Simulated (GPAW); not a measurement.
# Te2Mo (P6_3/mmc) in GPAW: notebook, part 2 of 2

GPAW 26.7.0. The steps go on from the part before.

### 4 Phonons, optPBE-vdW

run.py reads:

```python
import json
import numpy as np
from ase import Atoms
from ase.constraints import FixSymmetry
from ase.io import read, write
from ase.optimize import BFGS
from phonopy import Phonopy
from phonopy.structure.atoms import PhonopyAtoms
from gpaw import GPAW, PW

atoms = read('Te2Mo.xyz')

calc = GPAW(mode=PW(510),
            xc={'name': 'optPBE-vdW', 'backend': 'libvdwxc'},
            kpts={'size': (8, 8, 2), 'gamma': True},
            occupations={'name': 'fermi-dirac', 'width': 0.05},
            setups={'Mo': '6', 'Te': '16'},
            nbands=-20,
            convergence={'density': 1e-06, 'eigenstates': 1e-09},
            maxiter=150,
            txt='gpaw.txt')
atoms.calc = calc
atoms.set_constraint(FixSymmetry(atoms))
BFGS(atoms, trajectory='relax.traj', logfile='-').run(fmax=0.005, steps=40)
atoms.set_constraint()
energy = atoms.get_potential_energy()
forces = atoms.get_forces()
calc.write('gs.gpw')
write('result.traj', atoms)
print('Cell:', atoms.cell.cellpar().round(4))
print(atoms.get_scaled_positions().round(5))

def force_constants(scale):
    unit = PhonopyAtoms(symbols=atoms.get_chemical_symbols(), cell=atoms.cell[:] * scale**(1 / 3),
                        scaled_positions=atoms.get_scaled_positions())
    ph = Phonopy(unit, supercell_matrix=np.diag([1, 1, 1]), primitive_matrix=np.eye(3), symprec=1e-4)
    ph.generate_displacements(distance=0.01)
    forces = []
    for i, sc in enumerate(ph.supercells_with_displacements):
        a = Atoms(sc.symbols, cell=sc.cell, scaled_positions=sc.scaled_positions, pbc=True)
        c = GPAW(mode=PW(510),
                 xc={'name': 'optPBE-vdW', 'backend': 'libvdwxc'},
                 kpts={'size': (8, 8, 2), 'gamma': True},
                 occupations={'name': 'fermi-dirac', 'width': 0.05},
                 setups={'Mo': '6', 'Te': '16'},
                 nbands=-20,
                 convergence={'density': 1e-06, 'eigenstates': 1e-09},
                 maxiter=150,
                 txt=f'disp-{scale:.3f}-{i:02d}.txt')
        a.calc = c
        f = a.get_forces()
        forces.append(f - f.mean(axis=0))
        print(f'displacement {i}: drift', f.mean(axis=0).round(5), flush=True)
    ph.forces = forces
    ph.produce_force_constants()
    ph.symmetrize_force_constants()
    return ph

qpoints = [[0.0, 0.0, 0.0]]
results = {}
for scale in [1.0]:
    ph = force_constants(scale)
    ph.run_qpoints(qpoints)
    nu = ph.qpoints.frequencies * 33.35641  # THz to cm^-1
    results[f'{scale:.3f}'] = nu.tolist()
    for qp, f in zip(qpoints, nu):
        print(scale, np.round(qp, 4), f.round(2))
json.dump(results, open('phonons.json', 'w'))
```

Te2Mo.xyz reads:

```xyz
6
Lattice="3.5182000000 0.0000000000 0.0000000000 -1.7591000000 3.0468505756 0.0000000000 0.0000000000 0.0000000000 13.9736000000" Properties=species:S:1:pos:R:3 pbc="T T T"
Te     1.7591000002      1.0156168584      5.2959944000
Te    -0.0000000002      2.0312337172     12.2827944000
Te     1.7591000002      1.0156168584      1.6908056000
Te    -0.0000000002      2.0312337172      8.6776056000
Mo     1.7591000002      1.0156168584     10.4802000000
Mo    -0.0000000002      2.0312337172      3.4934000000
```

Potentials or basis: GPAW PAW data sets (gpaw-data 1.2.1), other valence, pw.

Started as:

```bash
$ OMP_NUM_THREADS=1 python run.py
```

gpaw.txt:

```text
__  _  _
 | _ |_)|_||  |
 |__||  | ||/\| - 26.7.0

Input parameters:
  mode=PW(ecut=510.0),
  convergence={'density': 1e-06, 'eigenstates': 1e-09},
  kpts=MonkhorstPack(size=(8, 8, 2), gamma=True),
  maxiter=150,
  nbands=-20,
  occupations=Occupations(name='fermi-dirac', width=0.05),
  setups={'Mo': '6', 'Te': '16'},
  xc=XC(name='optPBE-vdW', backend='libvdwxc')

Diagonalizing LCAO Hamiltonian
Converting LCAO to pw mode

        Te

           Mo

        Te
[... 17 lines left out ...]
Unit cell  # Å
| periodic |         x |        y |         z |   lengths |     angles |
|----------|-----------|----------|-----------|-----------|------------|
|      yes |  3.518200 | 0.000000 |  0.000000 |  3.518200 |  90.000000 |
|      yes | -1.759100 | 3.046851 |  0.000000 |  3.518200 |  90.000000 |
|      yes |  0.000000 | 0.000000 | 13.973600 | 13.973600 | 120.000000 |

Number of symmetries: 12
Symmetry operations  # r_c * U_cc + t_c -> r_c
|    | kind |            matrix            |
|----|------|------------------------------|
|  0 |  σ   |  1, 1, 0,  0,-1, 0,  0, 0, 1 |
|  1 |  S6  |  1, 1, 0, -1, 0, 0,  0, 0,-1 |
|  2 |  E   |  1, 0, 0,  0, 1, 0,  0, 0, 1 |
|  3 |  C2  |  1, 0, 0, -1,-1, 0,  0, 0,-1 |
|  4 |  C2  |  0, 1, 0,  1, 0, 0,  0, 0,-1 |
|  5 |  C3  |  0, 1, 0, -1,-1, 0,  0, 0, 1 |
|  6 |  S6  |  0,-1, 0,  1, 1, 0,  0, 0,-1 |
|  7 |  σ   |  0,-1, 0, -1, 0, 0,  0, 0, 1 |
|  8 |  σ   | -1, 0, 0,  1, 1, 0,  0, 0, 1 |
|  9 |  i   | -1, 0, 0,  0,-1, 0,  0, 0,-1 |
| 10 |  C3  | -1,-1, 0,  1, 0, 0,  0, 0, 1 |
| 11 |  C2  | -1,-1, 0,  0, 1, 0,  0, 0,-1 |

BZ-sampling:
  Number of BZ points: 128
  Number of IBZ points: 20

  Monkhorst-Pack size: [8, 8, 2]
  Monkhorst-Pack shift: [0.0625, 0.0625, 0.25]

K-points  # in reciprocal-cell coordinates
|     |                                coordinates |     weight |
|-----|--------------------------------------------|------------|
|   0 | (  0.00000000,   0.00000000,   0.00000000) | 0.00781250 |
|   1 | (  0.00000000,   0.00000000,   0.50000000) | 0.00781250 |
|   2 | (  0.12500000,   0.00000000,   0.00000000) | 0.04687500 |
|   3 | (  0.12500000,   0.00000000,   0.50000000) | 0.04687500 |
|   4 | (  0.25000000,  -0.12500000,   0.00000000) | 0.04687500 |
|   5 | (  0.25000000,  -0.12500000,   0.50000000) | 0.04687500 |
|   6 | (  0.25000000,   0.00000000,   0.00000000) | 0.04687500 |
|   7 | (  0.25000000,   0.00000000,   0.50000000) | 0.04687500 |
|   8 | (  0.37500000,  -0.12500000,   0.00000000) | 0.09375000 |
[... 138 lines left out ...]
|iter:  18| | -160.614280c| -8.45 | -6.41c|
[... 45 lines left out ...]
Gap: 0.759 eV
Transition (v -> c):
  (s=0, k=0, n=37, [0.00, 0.00, 0.00]) -> (s=0, k=8, n=38, [0.38, -0.12, 0.00])
Direct/indirect transitions are different
Direct gap: 1.180 eV
Transition at: (s=0, k=12, n=37, [0.38, 0.38, 0.00])

Forces  # eV/Ang
|        x |        y |        z |
|----------|----------|----------|
| -0.00000 |  0.00000 |  0.54236 |  # Te   0
| -0.00000 | -0.00000 |  0.54239 |  # Te   1
|  0.00000 |  0.00000 | -0.54239 |  # Te   2
|  0.00000 |  0.00000 | -0.54236 |  # Te   3
| -0.00000 | -0.00000 | -0.00000 |  # Mo   4
|  0.00000 |  0.00000 |  0.00000 |  # Mo   5
[... 93 lines left out ...]
Gap: 0.755 eV
Transition (v -> c):
  (s=0, k=0, n=37, [0.00, 0.00, 0.00]) -> (s=0, k=8, n=38, [0.38, -0.12, 0.00])
Direct/indirect transitions are different
Direct gap: 1.179 eV
Transition at: (s=0, k=12, n=37, [0.38, 0.38, 0.00])

Forces  # eV/Ang
|       x |        y |        z |
|---------|----------|----------|
| 0.00000 | -0.00000 |  0.42661 |  # Te   0
| 0.00000 |  0.00000 |  0.42662 |  # Te   1
| 0.00000 |  0.00000 | -0.42662 |  # Te   2
| 0.00000 |  0.00000 | -0.42661 |  # Te   3
| 0.00000 | -0.00000 | -0.00001 |  # Mo   4
| 0.00000 |  0.00000 |  0.00001 |  # Mo   5
[... 93 lines left out ...]
Gap: 0.736 eV
Transition (v -> c):
  (s=0, k=0, n=37, [0.00, 0.00, 0.00]) -> (s=0, k=8, n=38, [0.38, -0.12, 0.00])
Direct/indirect transitions are different
Direct gap: 1.170 eV
Transition at: (s=0, k=12, n=37, [0.38, 0.38, 0.00])

Forces  # eV/Ang
|        x |       y |        z |
|----------|---------|----------|
| -0.00000 | 0.00000 |  0.01804 |  # Te   0
|  0.00000 | 0.00000 |  0.01802 |  # Te   1
| -0.00000 | 0.00000 | -0.01802 |  # Te   2
| -0.00000 | 0.00000 | -0.01804 |  # Te   3
| -0.00000 | 0.00000 | -0.00001 |  # Mo   4
|  0.00000 | 0.00000 |  0.00001 |  # Mo   5
[... 34 lines left out ...]
SCF iterations
|iter     | |      energy | eigst |  dens |
|---------|-|-------------|-------|-------|
|iter:   1| | -160.654464c| -5.38 |       |
|iter:   2| | -160.654459c| -7.31 | -3.91 |
|iter:   3| | -160.654454c| -7.55 | -4.03 |
|iter:   4| | -160.654452c| -7.09 | -4.10 |
|iter:   5| | -160.654453c| -7.39 | -4.45 |
|iter:   6| | -160.654452c| -7.92 | -4.41 |
|iter:   7| | -160.654452c| -8.30 | -4.85 |
|iter:   8| | -160.654452c| -9.18c| -5.59 |
|iter:   9| | -160.654452c| -9.49c| -5.63 |
|iter:  10| | -160.654452c| -9.70c| -5.89 |
|iter:  11| | -160.654452c|-10.21c| -6.95c|

Converged in 11 steps
Energy contributions relative to reference atoms: (reference = -959430.879033)

Energy contributions:
  Kinetic:          33.615620
  Coulomb:         -38.490986
  Zero:             -0.380350
  External:          0.000000
  Xc:             -155.398701
  Entropy:          -0.000070
  Spinorbit:         0.000000
  ----------------------------
  Free energy:    -160.654487
  Extrapolated:   -160.654452
[... 28 lines left out ...]
Gap: 0.735 eV
Transition (v -> c):
  (s=0, k=0, n=37, [0.00, 0.00, 0.00]) -> (s=0, k=8, n=38, [0.38, -0.12, 0.00])
Direct/indirect transitions are different
Direct gap: 1.165 eV
Transition at: (s=0, k=12, n=37, [0.38, 0.38, 0.00])

Forces  # eV/Ang
|        x |        y |        z |
|----------|----------|----------|
|  0.00000 |  0.00000 |  0.00068 |  # Te   0
| -0.00000 | -0.00000 |  0.00063 |  # Te   1
| -0.00000 |  0.00000 | -0.00063 |  # Te   2
| -0.00000 | -0.00000 | -0.00068 |  # Te   3
|  0.00000 |  0.00000 |  0.00001 |  # Mo   4
| -0.00000 |  0.00000 | -0.00001 |  # Mo   5

# Writing to gs.gpw (mode='')
```

Run time: 37 min. Hardware: 1 thread of Arm Neoverse V1, shared host; peak memory 1.6 GiB.

What came out:

* Free energy: -160.6545 eV
* Band gap on the k mesh: 0.74 eV, indirect (least direct gap 1.17 eV)
* Highest phonon frequency at Γ, LO-TO splitting left out: 278 cm⁻¹

Final structure:
```
CELL_PARAMETERS angstrom
3.51820 0.00000 0.00000
-1.75910 3.04685 0.00000
0.00000 0.00000 13.97360
ATOMIC_POSITIONS crystal
Te 0.66667 0.33333 0.38169
Te 0.33333 0.66667 0.88169
Te 0.66667 0.33333 0.11831
Te 0.33333 0.66667 0.61831
Mo 0.66667 0.33333 0.75000
Mo 0.33333 0.66667 0.25000
```

Levels at points of the mesh, in eV from the valence-band top:
| k point | band 35 | band 36 | band 37 | band 38 | band 39 | band 40 | band 41 | band 42 |
| --- | --- | --- | --- | --- | --- | --- | --- | --- |
| (0.00, 0.00, 0.00) | -0.89 | -0.89 | -0.26 | 0.00 | 2.87 | 2.87 | 3.01 | 3.01 |
| (0.00, 0.00, 0.50) | -0.91 | -0.91 | -0.07 | -0.07 | 2.90 | 2.90 | 2.90 | 2.90 |
| (0.50, 0.50, 0.00) | -0.94 | -0.89 | -0.50 | -0.17 | 1.29 | 1.37 | 1.40 | 1.80 |
| (0.50, 0.50, 0.50) | -0.89 | -0.89 | -0.34 | -0.34 | 1.32 | 1.32 | 1.61 | 1.61 |

Phonon frequencies in cm⁻¹ (negative: imaginary):
```
              q point                                                     frequencies
(0.000, 0.000, 0.000)  0 0 0 28 28 45 113 113 115 115 165 171 227 227 227 227 273 278
```

Caveat: the LO-TO splitting is left out; spin-orbit coupling is left out, which moves the levels of the heavy elements.

### 5 Comparison with measurements

Step 3. The gap isn't set beside the deposited one, since this odd mesh misses points on the zone boundary.

Step 4. A measured gap of Te2Mo is 0.88 eV (indirect; 300 K; quoted in “Broadband infrared study of pressure-tunable Fano resonance and metallization transition in 2H-MoTe2”, 2022, pmc:9569381); the calculated 0.74 eV misses it by -0.14 eV. Spin-orbit coupling on Mo, Te is left out. The value is that of optPBE-vdW on a finite k mesh, which can miss the band edges, without temperature or zero-point motion.
